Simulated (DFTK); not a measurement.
Runs of DFTK 0.8.2 on Ir. It takes space group Fm-3m (No. 225, cubic). Conventional cell: a = 3.831 Å, b = 3.831 Å, c = 3.831 Å, α = 90.00°, β = 90.00°, γ = 90.00°. Around Ir (site symmetry m-3m) lie 12 Ir at 2.71 Å. 

```csv
task,level,potentials or basis,cutoff (eV),valence electrons,gap on the mesh (eV),pressure (GPa)
single point,PBE,dojo.nc.sr.pbe.v0_5.standard.upf (PBE),925,Ir 17,none,10.3
single point,PBE,"in-house norm-conserving set (PBE, scalar relativistic)",925,Ir 17,none,11.3
single point,PBE,"cp2k.nc.sr.pbe.v0_1.largecore.gth (PBE, GTH, large core)",1034,Ir 9,none,29.2
band structure,WC,"cp2k.nc.sr.pbe.v0_1.largecore.gth (PBE, GTH, large core)",1034,Ir 9,none,(a)
single point,PBE,SPMS 1.0 (PBE),1225,Ir 17,none,10.5
single point,PBE,dojo.nc.sr.pbe.v0_5.stringent.upf (PBE),925,Ir 17,none,10.3
single point,PBE,SG15 1.2 (PBE),1225,Ir 17,none,10.5
single point,PBE,dojo.nc.sr.pbe.v0_4_1.standard.upf (PBE),925,Ir 17,none,10.3
```

Alike in all rows: no spin polarisation; cell as given; k mesh 12 × 12 × 12; smearing fermi-dirac 0.05 eV.

Question: Fill in the values left out.

Answer: (a) 25.9.

Caveats: GTH potentials come without recommended cutoffs, and this one wasn't checked for convergence (some runs); this set keeps more shells in the core, which shifts pressures and gaps (some runs); a pressure of tens of GPa on the cell as given is suspect, and the run, the potentials or the cell itself is likely at fault (some runs); so large a pressure means that the cell lies far from this level's equilibrium, or that cutoff or potentials fall short (some runs); the potentials were made for another functional, which shifts forces and pressure (some runs); spin-orbit coupling is left out, which moves the levels of the heavy elements (some runs).

A k mesh can miss the band edges, and the runs leave out spin-orbit coupling on Ir.

A gap of «none» marks a metal or a gap under the smearing width.
